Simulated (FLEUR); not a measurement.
# As (Pm-3m) in FLEUR: convergence with Gmax

Aim: find how far Gmax must go before the results for As settle, at PBE. This setting moves, with any that are tied to it; all else stays.

All numbers are computed with FLEUR MaX-R8.1 (later development tree); they aren't measurements. Logs are shortened: lines on timing, memory, paths and dates and some standing lists are left out, and cuts for length are marked.

### Step 1. The structure

The structure is cubic, space group Pm-3m (No. 221). The conventional cell has a = 2.704 Å, b = 2.704 Å, c = 2.704 Å, α = 90.00°, β = 90.00°, γ = 90.00°. As (site symmetry m-3m) has 6 As at 2.70 Å as nearest neighbours.

This isn't the form of As at room conditions, which is rhombohedral.

### Step 2. With Gmax 9

inp.xml

```xml
<?xml version="1.0" encoding="UTF-8" standalone="no"?>
<fleurInput fleurInputVersion="0.39">
   <comment>
      As                                                                                                  
   </comment>
   <calculationSetup>
      <cutoffs Kmax="4.14" Gmax="9.0" GmaxXC="9.0" numbands="0"/>
      <scfLoop itmax="60" minDistance="0.00001" maxIterBroyd="15" imix="Anderson" alpha="0.05" precondParam="0.0" spinf="2.0" sdNocoIR="T"/>
      <coreElectrons ctail="T" frcor="F" kcrel="0" coretail_lmax="0"/>
      <xcFunctional name="pbe" relativisticCorrections="F"/>
      <magnetism jspins="1"/>
      <soc l_soc="F" theta="0.0" phi="0.0" spav="F"/>
      <expertModes spex="0" secvar="F"/>
      <geometryOptimization l_f="T" forcealpha="1.0" forcemix="BFGS" epsdisp="0.0005" epsforce="0.0002"/>
      <ldaU l_linMix="F" mixParam="0.05" spinf="1.0"/>
   </calculationSetup>
   <cell>
      <bzIntegration valenceElectrons="21.0" mode="hist" fermiSmearingEnergy="0.00183747">
         <kPointListSelection listName="default-1"/>
         <!-- k-points included here -->
         <xi:include xmlns:xi="http://www.w3.org/2001/XInclude" href="kpts.xml"> </xi:include>
      </bzIntegration>
      <!-- symmetry operations included here -->
      <xi:include xmlns:xi="http://www.w3.org/2001/XInclude" href="sym.xml"> </xi:include>
      <bulkLattice scale="1.0">
         <bravaisMatrix>
            <row-1>    5.1092180249967791     0.0000000000000000     0.0000000000000000</row-1>
            <row-2>    0.0000000000000000     5.1092180249967791     0.0000000000000000</row-2>
            <row-3>    0.0000000000000000     0.0000000000000000     5.1092180249967791</row-3>
         </bravaisMatrix>
      </bulkLattice>
   </cell>
   <atomSpecies>
      <species name="Arsenic (As)" element="As" atomicNumber="33">
         <mtSphere radius="2.37" gridPoints="783" logIncrement="0.016"/>
         <atomicCutoffs lmax="9" lnonsphr="9"/>
         <electronConfig flipSpins="F">
            <coreConfig>(1s1/2) (2s1/2) (2p1/2) (2p3/2) (3s1/2)</coreConfig>
            <valenceConfig>(3p1/2) (3p3/2) (4s1/2) (3d3/2) (3d5/2) (4p1/2) (4p3/2)</valenceConfig>
            <stateOccupation state="(4p1/2)" spinUp="0.500000" spinDown="0.500000"/>
            <stateOccupation state="(4p3/2)" spinUp="1.000000" spinDown="1.000000"/>
         </electronConfig>
         <energyParameters s="4" p="4" d="3" f="4"/>
         <lo type="SCLO" l="1" n="3" eDeriv="0"/>
         <lo type="SCLO" l="1" n="3" eDeriv="1"/>
         <lo type="HELO" l="2" n="4" eDeriv="0"/>
         <lo type="HELO" l="2" n="4" eDeriv="1"/>
         <lo type="SCLO" l="0" n="4" eDeriv="2"/>
         <lo type="SCLO" l="3" n="4" eDeriv="2"/>
      </species>
   </atomSpecies>
   <atomGroups>
      <atomGroup species="Arsenic (As)">
         <relPos label="                   1">1.000/2.000 1.000/2.000 1.000/2.000</relPos>
         <force calculate="T" relaxXYZ="TTT"/>
      </atomGroup>
   </atomGroups>
   <output dos="F" band="F" slice="F">
      <checks vchk="F" cdinf="F"/>
      <bandDOS minEnergy="-.5*Htr" maxEnergy="0.5*Htr" sigma="0.015" storeEVData="T"/>
      <vacuumDOS vacdos="F" integ="F" star="F" nstars="0" locx1="0.0" locy1="0.0" locx2="0.0" locy2="0.0" nstm="0" tworkf="0.0"/>
      <unfoldingBand unfoldBand="F" supercellX="1" supercellY="1" supercellZ="1"/>
      <plotting iplot="0" polar="F">
         <plot TwoD="T" vec1="  1.0  0.0  0.0" vec2="  0.0  1.0  0.0" vec3="  0.0  0.0  1.0" zero="  0.0  0.0  0.0" file="plot"/>
      </plotting>
      <chargeDensitySlicing numkpt="0" minEigenval="0.0" maxEigenval="0.0" nnne="0" pallst="F"/>
      <specialOutput eonly="F"/>
      <moessbauerParams electricFieldGradient="T" isomerShift="T" coreHyperfine="T" valenceHyperfine="T"/>
      <magneticCircularDichroism mcd="F" energyLo="-10.0" energyUp="0.0"/>
   </output>
  <!-- We include the file relax.xml here to enable relaxations (see documentation) -->
  <xi:include xmlns:xi="http://www.w3.org/2001/XInclude" href="relax.xml"> <xi:fallback/> </xi:include>
</fleurInput>
```

crystal.txt

```
As
&input cartesian=F /
2.7036817444  0.0000000000  0.0000000000
0.0000000000  2.7036817444  0.0000000000
0.0000000000  0.0000000000  2.7036817444
1.8897261246
1.0 1.0 1.0

1
33 0.5000000000  0.5000000000  0.5000000000

&kpt div1=8 div2=8 div3=8 gamma=T /
```

Potentials or basis: all-electron, FLAPW.

Started as:

```bash
> inpgen -f crystal.txt -profile fastHighL
> # inp.xml edited to the form shown
> fleur_MPI
```

It took 11 s on 1 thread of Arm Neoverse V2, shared host; peak memory 0.05 GiB.

What came out:

* Free energy: -61527.0529 eV
* Band gap on the k mesh: none (metal or under the smearing width)
* Valence electrons inside the program's atomic spheres: As 19.31 (radii As 2.37 bohr)

### Step 3. With Gmax 10.3

inp.xml, as its differences from that of step 2:

```diff
@@ -6,3 +6,3 @@
    <calculationSetup>
-      <cutoffs Kmax="4.14" Gmax="9.0" GmaxXC="9.0" numbands="0"/>
+      <cutoffs Kmax="4.14" Gmax="10.3" GmaxXC="10.3" numbands="0"/>
       <scfLoop itmax="60" minDistance="0.00001" maxIterBroyd="15" imix="Anderson" alpha="0.05" precondParam="0.0" spinf="2.0" sdNocoIR="T"/>
```

crystal.txt is that of step 2.

Potentials or basis: all-electron, FLAPW.

Started as:

```bash
> inpgen -f crystal.txt -profile fastHighL
> # inp.xml edited to the form shown
> fleur_MPI
```

Wall time 11 s (1 thread of Arm Neoverse V2, shared host); peak memory 0.06 GiB.

Results:

```
Free energy                                           : -61527.0529 eV
Band gap on the k mesh                                : none (metal or under the smearing width)
Valence electrons inside the program's atomic spheres : As 19.31 (radii As 2.37 bohr)
```

### Step 4. With Gmax 11.7

inp.xml, as its differences from that of step 3:

```diff
@@ -6,3 +6,3 @@
    <calculationSetup>
-      <cutoffs Kmax="4.14" Gmax="10.3" GmaxXC="10.3" numbands="0"/>
+      <cutoffs Kmax="4.14" Gmax="11.7" GmaxXC="11.7" numbands="0"/>
       <scfLoop itmax="60" minDistance="0.00001" maxIterBroyd="15" imix="Anderson" alpha="0.05" precondParam="0.0" spinf="2.0" sdNocoIR="T"/>
```

crystal.txt is that of step 3.

Started as:

```bash
> inpgen -f crystal.txt -profile fastHighL
> # inp.xml edited to the form shown
> fleur_MPI
```

It took 11 s on 1 thread of Arm Neoverse V2, shared host; peak memory 0.05 GiB.

What came out:

```yaml
Free_energy: -61527.0529 eV
Band_gap_on_the_k_mesh: none (metal or under the smearing width)
Valence_electrons_inside_the_program's_atomic_spheres: As 19.31 (radii As 2.37 bohr)
```

### Step 5. With Gmax 13.5

inp.xml, as its differences from that of step 4:

```diff
@@ -6,3 +6,3 @@
    <calculationSetup>
-      <cutoffs Kmax="4.14" Gmax="11.7" GmaxXC="11.7" numbands="0"/>
+      <cutoffs Kmax="4.14" Gmax="13.5" GmaxXC="13.5" numbands="0"/>
       <scfLoop itmax="60" minDistance="0.00001" maxIterBroyd="15" imix="Anderson" alpha="0.05" precondParam="0.0" spinf="2.0" sdNocoIR="T"/>
```

crystal.txt is that of step 4.

Started as:

```bash
> inpgen -f crystal.txt -profile fastHighL
> # inp.xml edited to the form shown
> fleur_MPI
```

Wall time 12 s (1 thread of Arm Neoverse V2, shared host); peak memory 0.05 GiB.

What came out:

- Free energy: -61527.0529 eV
- Band gap on the k mesh: none (metal or under the smearing width)
- Valence electrons inside the program's atomic spheres: As 19.31 (radii As 2.37 bohr)

### Step 6. With Gmax 15.8

inp.xml, as its differences from that of step 5:

```diff
@@ -6,3 +6,3 @@
    <calculationSetup>
-      <cutoffs Kmax="4.14" Gmax="13.5" GmaxXC="13.5" numbands="0"/>
+      <cutoffs Kmax="4.14" Gmax="15.8" GmaxXC="15.8" numbands="0"/>
       <scfLoop itmax="60" minDistance="0.00001" maxIterBroyd="15" imix="Anderson" alpha="0.05" precondParam="0.0" spinf="2.0" sdNocoIR="T"/>
```

crystal.txt is that of step 5.

Potentials or basis: all-electron, FLAPW.

Started as:

```bash
> inpgen -f crystal.txt -profile fastHighL
> # inp.xml edited to the form shown
> fleur_MPI
```

Wall time 12 s (1 thread of Arm Neoverse V2, shared host); peak memory 0.06 GiB.

What came out:

| Item | Value |
| --- | --- |
| Free energy | -61527.0529 eV |
| Band gap on the k mesh | none (metal or under the smearing width) |
| Valence electrons inside the program's atomic spheres | As 19.31 (radii As 2.37 bohr) |

### Step 7. With Gmax 18

inp.xml, as its differences from that of step 6:

```diff
@@ -6,3 +6,3 @@
    <calculationSetup>
-      <cutoffs Kmax="4.14" Gmax="15.8" GmaxXC="15.8" numbands="0"/>
+      <cutoffs Kmax="4.14" Gmax="18.0" GmaxXC="18.0" numbands="0"/>
       <scfLoop itmax="60" minDistance="0.00001" maxIterBroyd="15" imix="Anderson" alpha="0.05" precondParam="0.0" spinf="2.0" sdNocoIR="T"/>
```

crystal.txt is that of step 6.

Started as:

```bash
> inpgen -f crystal.txt -profile fastHighL
> # inp.xml edited to the form shown
> fleur_MPI
```

Wall time 13 s (1 thread of Arm Neoverse V2, shared host); peak memory 0.06 GiB.

Results:

```yaml
Free_energy: -61527.0529 eV
Band_gap_on_the_k_mesh: none (metal or under the smearing width)
Valence_electrons_inside_the_program's_atomic_spheres: As 19.31 (radii As 2.37 bohr)
```

### Step 8. With Gmax 22.5

inp.xml, as its differences from that of step 7:

```diff
@@ -6,3 +6,3 @@
    <calculationSetup>
-      <cutoffs Kmax="4.14" Gmax="18.0" GmaxXC="18.0" numbands="0"/>
+      <cutoffs Kmax="4.14" Gmax="22.5" GmaxXC="22.5" numbands="0"/>
       <scfLoop itmax="60" minDistance="0.00001" maxIterBroyd="15" imix="Anderson" alpha="0.05" precondParam="0.0" spinf="2.0" sdNocoIR="T"/>
```

crystal.txt is that of step 7.

Potentials or basis: all-electron, FLAPW.

Started as:

```bash
> inpgen -f crystal.txt -profile fastHighL
> # inp.xml edited to the form shown
> fleur_MPI
```

Standard output:

```text
Welcome to FLEUR        (www.flapw.de)
      MaX-Release 8.1          (www.max-centre.eu)

 ========== k-point set info ==========
 Selected k-point list: default-1
 k-point list type: mesh
 8 x 8 x 8
 Number of k points: 35

 ------------Calculation Setup---------------------------
 Number of MPI-tasks      :            1
 Number of PE/node        :            1
 Number of OMP-threads    :            1
 Most efficient MPI parallelization for:
           1           5           7          35
 Additional eigenvalue parallelization possible
 Number of basis functions:          216
 Approximate size of matrices (H+S) per k-point:         0.001 GB
 --------------------------------------------------------
 Iteration:     1   Distance:       4.27886975 me/bohr^3
 Iteration:     2   Distance:       4.01348139 me/bohr^3
 Iteration:     3   Distance:       1.30699577 me/bohr^3
 Iteration:     4   Distance:       0.14729488 me/bohr^3
 Iteration:     5   Distance:       0.10654900 me/bohr^3
 Iteration:     6   Distance:       0.00898591 me/bohr^3
 Iteration:     7   Distance:       0.00706695 me/bohr^3
 Iteration:     8   Distance:       0.00083740 me/bohr^3
 Iteration:     9   Distance:       0.00008378 me/bohr^3
 Iteration:    10   Distance:       0.00006884 me/bohr^3
 Iteration:    11   Distance:       0.00000507 me/bohr^3

 ********************************************************************
 Run finished successfully
 Stop message:
   Structural relaxation: Done
 ********************************************************************
```

out.xml (last iteration):

```text
<iteration numberForCurrentRun="   12" overallNumber="   12">
         <energyParameters units="Htr">
            <atomicEP atomType="1" spin="1" branch="4s" branchLowest="-6.51" branchHighest="0.51" value="-0.1062691556"/>
            <atomicEP atomType="1" spin="1" branch="4p" branchLowest="-4.43" branchHighest="1.16" value="0.1802606278"/>
            <atomicEP atomType="1" spin="1" branch="3d" branchLowest="-9.99" branchHighest="-1.00" value="-1.0000044510"/>
            <atomicEP atomType="1" spin="1" branch="4f" branchLowest="-9.99" branchHighest="3.12" value="0.5844734272"/>
            <loAtomicEP atomType="1" spin="1" branch="3p" branchLowest="-47.40" branchHighest="-4.43" value="-4.4296642362"/>
            <loAtomicEP atomType="1" spin="1" branch="3p" branchLowest="-47.40" branchHighest="-4.43" value="-4.4296642362"/>
            <heloAtomicEP atomType="1" spin="1" branch="4d" branchLowest="1.73" branchHighest="1.73" value="1.7335558834"/>
            <heloAtomicEP atomType="1" spin="1" branch="4d" branchLowest="1.73" branchHighest="1.73" value="1.7335558834"/>
            <loAtomicEP atomType="1" spin="1" branch="4s" branchLowest="-6.51" branchHighest="0.51" value="-0.1062691556"/>
            <loAtomicEP atomType="1" spin="1" branch="4f" branchLowest="-9.99" branchHighest="3.12" value="0.5844764779"/>
         </energyParameters>
         <eigenvalues>
            <eigenvaluesAt spin="1" ikpt="1" k_x="0.00000000" k_y="0.00000000" k_z="0.00000000">
                      -4.4270559379       -4.4270559379       -4.4270559379       -1.0133224857       -1.0133224857
                      -1.0095251727       -1.0095251727       -1.0095251727       -0.2392733225        0.4639247177
                       0.4639247177        0.4639247177        0.6271307256        0.6271307256        0.6989430419
                       1.2783161374        1.2783161374
[... 51 lines left out ...]
         </moessbauerParams>
         <totalEnergy                                    value="    -2261.0772288750" units="Htr">
            <sumOfEigenvalues                            value="    -1302.2058789359">
               <coreElectrons value="-1265.9582891957"/>
               <valenceElectrons value="-36.2475897402"/>
            </sumOfEigenvalues>
            <densityCoulombPotentialIntegral value="-3504.5489347262"/>
            <densityEffectivePotentialIntegral value="-3613.6607207618"/>
            <chargeDenXCDenIntegral value="-83.8610982256"/>
            <FockExchangeEnergyValence value="0.0000000000"/>
            <FockExchangeEnergyCore value="0.0000000000"/>
            <atomTypeDependentContributions atomType="1">
               <electronNucleiInteractionDifferentMTs value="2720.3283546658"/>
               <MadelungTerm value="-16.0681504465"/>
            </atomTypeDependentContributions>
            <tkbTimesEntropy value="0.0002609592"/>
            <freeEnergy value="-2261.0774898342"/>
            <extrapolationTo0K value="-2261.0773593546"/>
         </totalEnergy>
         <totalForcesOnRepresentativeAtoms units="Htr/bohr">
            <forceTotal atomType="1" x="2.554609" y="2.554609" z="2.554609" F_x="0.00000000" F_y="0.00000000" F_z="0.00000000"/>
         </totalForcesOnRepresentativeAtoms>
      </iteration>
```

Wall time 15 s (1 thread of Arm Neoverse V2, shared host); peak memory 0.06 GiB.

Results:

- Free energy: -61527.0529 eV
- Band gap on the k mesh: none (metal or under the smearing width)
- Valence electrons inside the program's atomic spheres: As 19.31 (radii As 2.37 bohr)

### Step 9. The series at a glance

```tsv
Gmax	energy less the tightest run, at zero smearing (meV/atom)	SCF cycles	CPU time (s)	peak memory (GiB)
9	-0.04	12	11	0.05
10.3	0.01	12	11	0.06
11.7	-0.01	12	11	0.05
13.5	0.00	12	12	0.05
15.8	0.00	12	12	0.06
18	0.00	12	13	0.06
22.5	0.00	12	15	0.06
```

Against the tightest run, the energy stays within 1 meV/atom from 9 on. The tightest run that finished is the yardstick and may itself not be fully converged.
